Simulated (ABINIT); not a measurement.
Crystal: CdSe.

```xyz
2
Lattice="0.0000 3.0703 3.0703 3.0703 0.0000 3.0703 3.0703 3.0703 0.0000" Properties=species:S:1:pos:R:3 pbc="T T T"
Cd    0.0000    0.0000    0.0000
Se    1.5351    1.5351    1.5351
```

Measurements of this composition are mostly on another form, of space group No. 186.

Base run:

```yaml
Program: ABINIT 10.8.3 (patched build)
Functional: PBE
Potentials_or_basis: SG15 NC PBE v1.2
Cutoff: 490 eV
k_mesh: 6 × 6 × 6
Occupations: fixed
Spin: no spin polarisation
```

Its results: band gap on the k mesh 0.54 eV, direct; pressure 1.3 GPa.

**Question.** The run is repeated on the same cell with these changes: functional from PBE to HSE06. What comes out?

**Answer.** Band gap on the k mesh 1.21 eV, direct; pressure -0.4 GPa.

HSE06 gives the wider gap, since exact exchange removes part of the self-interaction.

Caveats: Libxc's HSE differs a little from that of other programs (some runs); the potentials were made for another functional, which shifts forces and pressure (some runs).

